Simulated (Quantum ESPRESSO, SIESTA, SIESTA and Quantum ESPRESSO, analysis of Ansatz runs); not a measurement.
## Levels of V_B in BP (F-43m), rung by rung (SIESTA and Quantum ESPRESSO)

Question: at which Fermi levels does V_B in BP (F-43m) change its charge, and how much of the answer depends on the basis, the mesh and the program? The model is a cell of 54 host atoms with 1 B taken out.

Program: SIESTA and Quantum ESPRESSO. Level of theory: SIESTA numerical-orbital DFT, PBEsol, DZP basis, PseudoDojo 0.4.1 potentials converted to PSML; charged supercells in a uniform background, point-charge correction with alignment at far sites. Results are calculated unless marked as measured.

### 1. Starting point

The cell holds 53 atoms: 26 B and 27 P. Its edges and angles: a = 9.661 Å, b = 9.661 Å, c = 9.661 Å, α = 60.0°, β = 60.0°, γ = 60.0°. It derives from BP (space group F-43m). Nearest the centre at fractional (0.667, 0.333, 0.667): P22 at 1.97 Å, P24 at 1.97 Å, P40 at 1.97 Å, P28 at 1.97 Å, B43 at 3.22 Å, B11 at 3.22 Å, B41 at 3.22 Å, B45 at 3.22 Å.

Coordinates:

```xyz
53
Lattice="0.0000 6.8314 6.8314 6.8314 0.0000 6.8314 6.8314 6.8314 0.0000" Properties=species:S:1:pos:R:3 pbc="T T T"
B     0.0000    0.0000    0.0000
P     3.4157    3.4157    3.4157
B     2.2771    2.2771    0.0000
P     5.6928    5.6928    3.4157
B     4.5542    4.5542    0.0000
P     7.9699    7.9699    3.4157
B     2.2771    0.0000    2.2771
P     5.6928    3.4157    5.6928
B     4.5542    2.2771    2.2771
P     7.9699    5.6928    5.6928
B     6.8313    4.5542    2.2771
P    10.2470    7.9699    5.6928
B     4.5542    0.0000    4.5542
P     7.9699    3.4157    7.9699
B     6.8313    2.2771    4.5542
P    10.2470    5.6928    7.9699
B     9.1085    4.5542    4.5542
P    12.5242    7.9699    7.9699
B     0.0000    2.2771    2.2771
P     3.4157    5.6928    5.6928
B     2.2771    4.5542    2.2771
P     5.6928    7.9699    5.6928
B     4.5542    6.8313    2.2771
P     7.9699   10.2470    5.6928
B     2.2771    2.2771    4.5542
P     5.6928    5.6928    7.9699
B     4.5542    4.5542    4.5542
P     7.9699    7.9699    7.9699
B     6.8313    6.8313    4.5542
P    10.2470   10.2470    7.9699
B     4.5542    2.2771    6.8313
P     7.9699    5.6928   10.2470
B     6.8313    4.5542    6.8313
P    10.2470    7.9699   10.2470
B     9.1084    6.8313    6.8313
P    12.5242   10.2470   10.2470
B     0.0000    4.5542    4.5542
P     3.4157    7.9699    7.9699
B     2.2771    6.8313    4.5542
P     5.6928   10.2470    7.9699
B     4.5542    9.1085    4.5542
P     7.9699   12.5242    7.9699
B     2.2771    4.5542    6.8313
P     5.6928    7.9699   10.2470
B     4.5542    6.8313    6.8313
P     7.9699   10.2470   10.2470
P    10.2470   12.5242   10.2470
B     4.5542    4.5542    9.1085
P     7.9699    7.9699   12.5242
B     6.8313    6.8313    9.1084
P    10.2470   10.2470   12.5242
B     9.1084    9.1084    9.1084
P    12.5242   12.5242   12.5242
```

The host's dielectric constants go in as inputs: 9.44 for the electrons alone, 9.57 with the ions, from a response run on this crystal (DFPT, PBEsol, Quantum ESPRESSO) at that run's own cell.

The cell's shortest repeat is 9.7 Å.

The primitive cell was relaxed at this level beforehand, to 23.61 Å³.

The defect-free supercell was relaxed beforehand, from displaced atoms: they ended at most 0.01 Å from the sites they started about, so the symmetric structure holds.

### 2. Band edges

Levels are counted from the valence top, which comes from the unit cell, dense mesh; the energy of the host comes from the defect-free supercell at the defects' own k-points, so that the host's part of the sampling error cancels.

Contents of host.fdf:

```
SystemName                      BP
SystemLabel                     host
NumberOfSpecies                 2
NumberOfAtoms                   2
%block ChemicalSpeciesLabel
  1    5 B
  2   15 P
%endblock ChemicalSpeciesLabel
LatticeConstant                 1.0 Ang
%block LatticeVectors
    -0.000003000     2.277117000     2.277117000
     2.277117000    -0.000003000     2.277117000
     2.277117000     2.277117000    -0.000003000
%endblock LatticeVectors
AtomicCoordinatesFormat         Fractional
%block AtomicCoordinatesAndAtomicSpecies
    -0.000003733    -0.000003733    -0.000003733  1
     0.750003678     0.750003678     0.750003678  2
%endblock AtomicCoordinatesAndAtomicSpecies
%block kgrid.MonkhorstPack
   12   0   0  0.00
    0  12   0  0.00
    0   0  12  0.00
%endblock kgrid.MonkhorstPack
XC.Functional                   GGA
XC.Authors                      PBEsol
PAO.BasisSize                   DZP
PAO.EnergyShift                 0.005 Ry
Mesh.Cutoff                     300 Ry
OccupationFunction              FD
ElectronicTemperature           0.01 eV
MaxSCFIterations                150
SCF.MustConverge                true
SCF.Mixer.Method                Pulay
SCF.Mixer.Weight                0.2
SCF.Mixer.History               10
SCF.DM.Tolerance                1.0e-4
SCF.H.Tolerance                 1.0e-3 eV
WriteForces                     true
Charge.Mulliken                 end
```

Command:

```console
$ OMP_NUM_THREADS=1 siesta host.fdf > host.out
```

Log:

```text
Version         : 5.4.2

                           ***********************
                           *  WELCOME TO SIESTA  *
                           ***********************

[...]
reinit: Reading from file host.fdf

reinit: -----------------------------------------------------------------------
reinit: System Name: BP
reinit: -----------------------------------------------------------------------
reinit: System Label: host
reinit: -----------------------------------------------------------------------

initatom: Reading input for the pseudopotentials and atomic orbitals ----------
Species number:   1 Atomic number:    5 Label: B
Species number:   2 Atomic number:   15 Label: P

[... pseudopotential checks and orbital generation ...]

prinput: Basis input

PAO.BasisType split

%block ChemicalSpeciesLabel
    1    5 B                       # Species index, atomic number, species label
    2   15 P                       # Species index, atomic number, species label
%endblock ChemicalSpeciesLabel

%block PAO.Basis                 # Define Basis set
# WARNING: This information might be incomplete!
[...]
(Free)E + p*V (eV/cell)     -268.8399
Target enthalpy (eV/cell)     -268.8331
[...]
siesta: Final energy (eV):
siesta:  Band Struct. =     -95.648576
siesta:       Kinetic =     123.568275
siesta:       Hartree =      16.654660
siesta:         Exch. =     -78.793636
siesta:         Corr. =     -10.728831
siesta:   Exch.-corr. =     -89.522468
siesta:  Ion-electron =    -151.401772
siesta:       Ion-ion =    -168.131831
siesta:         Total =    -268.833135
siesta:         Fermi =      -4.924779
[...]
siesta: Stress tensor (static) (eV/Ang**3):
siesta:     0.000284   -0.000013   -0.000013
siesta:    -0.000013    0.000284   -0.000013
siesta:    -0.000013   -0.000013    0.000284
[...]
siesta: Cell volume =         23.614942 Ang**3
[...]
siesta: Pressure (static):
siesta:                Solid            Molecule  Units
siesta:          -0.00000310         -0.00000195  Ry/Bohr**3
siesta:          -0.00028447         -0.00017932  eV/Ang**3
siesta:          -0.45577181         -0.28729665  kBar
[...]
mulliken: Qtot =        8.000

Mulliken Atomic Populations:
Atom #   charge [q] valence [e]  Species
     1    -0.480469    3.480469  B
     2     0.480469    4.519531  P
 Total     0.000000

Job completed
```

It took 22 s on 1 MPI rank of Arm Neoverse V2, shared host; peak memory 0.19 GiB.

The gap at this level is 1.15 eV.

Test of the sampling: at one point at (¼, ¼, ¼) the host's energy lies 152 meV an atom above its value on the primitive cell's dense mesh, too far, so all defect runs take a 2×2×2 mesh.

[end of part 1 of 6]

[Logs are printed without paths, hosts, clocks, repeated set-up lines and the standing remarks that a program may print on its own settings, such as how far it seeks lower states.]

[Hosts, paths, dates, database ids (printed as entryN), source tags and the programs' standing remarks are cut or masked in the printed files.]

[For some hosts the program warned that the k-mesh of the response run may be too coarse for force constants and the static dielectric constant; such warnings are not shown here.]

[Charge tables in the logs are Mulliken or Hirshfeld populations, whose sizes and signs can differ; where basis functions stand at a vacancy, SIESTA counts their charge against the missing atom's valence.]

[In relaxation paths of CP2K, step 0 can be the structure after the first move, since the trajectory file begins there, and the last row can be the final structure solved once more.]
